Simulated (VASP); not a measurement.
Set up this calculation in VASP 6.6.1, as the native input.

| Quantity | Value |
| --- | --- |
| Task | relaxation of cell and atoms |
| Functional | r2SCAN |
| Potentials or basis | VASP PAW PBE potentials, release 64 (Zr_sv) |
| Cutoff | 600 eV |
| k mesh | 15 × 15 × 8 |
| Occupations | gaussian, width 0.1 eV |
| Spin | no spin polarisation |
| Further INCAR settings | ALGO = Normal; EDIFF = 1e-07; IBRION = 2; EDIFFG = -0.004; NSW = 80; ISIF = 3 |

The structure of Zr lies in POSCAR:

```
Zr
1.0
    3.2320000000      0.0000000000      0.0000000000
   -1.6160000000      2.7989941000      0.0000000000
    0.0000000000      0.0000000000      5.1470000000
Zr
2
Direct
    0.3333333300      0.6666666700      0.2500000000
    0.6666666700      0.3333333300      0.7500000000
```

These files were run (other wordings do the same):

INCAR

```
PREC     = Accurate       # precision mode
ENCUT    = 600            # plane-wave cutoff, eV
EDIFF    = 1E-7           # SCF threshold, eV
ISMEAR   = 0              # smearing method
SIGMA    = 0.1            # smearing width, eV
LREAL    = F              # projectors in reciprocal space
LASPH    = T              # aspherical terms in the spheres
NELM     = 100            # most SCF steps
ALGO     = Normal         # electronic algorithm
ISIF     = 3              # what is computed and relaxed
LWAVE    = F              # write WAVECAR
LCHARG   = F              # write CHGCAR
METAGGA  = R2SCAN         # meta-GGA
LMIXTAU  = T            
IBRION   = 2              # ionic algorithm
NSW      = 80             # ionic steps
EDIFFG   = -0.004         # ionic threshold
```

KPOINTS

```
regular mesh
0
Gamma
  15 15 8
```

Potentials or basis: VASP PAW PBE potentials, release 64 (Zr_sv).

The run is started by

```bash
$ cat potpaw_PBE.64/Zr_sv/POTCAR > POTCAR
$ mpirun -np 1 vasp_std > vasp.out
```

Results of the run:

| Property | Result |
| --- | --- |
| Relaxed volume | 23.50 Å³/atom |
| Relaxed cell | a = 3.247 Å, b = 3.247 Å, c = 5.148 Å, α = 90.00°, β = 90.00°, γ = 120.00° |
| Space group after relaxing (to 0.05 Å) | P6_3/mmc (No. 194) |
| Energy gained by relaxing | 0.7 meV/atom |
| Ionic steps | 5 |
| Pressure after relaxing | 0.0 GPa |
| Band gap on the k mesh | none (metal or under the smearing width) |

Caveat: the PAW data sets were made with another functional, which shifts forces and pressure a little.

Run time: 22 min on 1 thread of Intel(R) Xeon(R) Platinum 8488C (Sapphire Rapids), with other jobs on the host, peak memory 0.25 GiB.
